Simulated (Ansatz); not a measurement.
# Ir: the cost of one run

Method: DFT PBE, scalar-relativistic, plane waves, PAW, in Ansatz 0.2.0.

### 1 Starting point

Symmetry: Fm-3m, No. 225, cubic system. The conventional cell has a = 3.854 Å, b = 3.854 Å, c = 3.854 Å, α = 90.00°, β = 90.00°, γ = 90.00°. Ir (site symmetry m-3m) has 12 Ir at 2.73 Å as nearest neighbours.

Structure file:

```
Ir
1.0
     0.00000    1.92696    1.92696
     1.92696    0.00000    1.92696
     1.92696    1.92696    0.00000
Ir
1
Direct
  0.00000 0.00000 0.00000
```

This is candidate A: structure listed in a database for this formula (Fm-3m, No. 225).

(A quick probe on a coarse mesh, which set the mesh and smearing, is not shown.)

### 3 Rough relaxation on the coarse mesh (candidate A)

input.yaml reads:

```yaml
crystal:
  lattice:
    - [0.0, 1.9269646676, 1.9269646676]
    - [1.9269646676, 0.0, 1.9269646676]
    - [1.9269646676, 1.9269646676, 0.0]
  atoms:
    - { symbol: Ir, position: [0.0, 0.0, 0.0] }
basis:
  ecutwfc: 420
kpoints:
  mp_grid: { grid: [8, 8, 8] }
hamiltonian:
  xc: pbe
scf:
  occupations: { method: gaussian, width: 0.1 }
  lower_state_search: "off"
output:
  forces: true
  stress: true
  eigenvalues: true
relax:
  adjacent_minimum: "off"
  f_tol: 0.04
  max_steps: 70
  cell: { stress_tol: 0.4 }
```

What time and memory should one allow on 1 thread of an x86-64 CPU, shared host?

About 4.1 s, with a peak of 0.39 GiB.
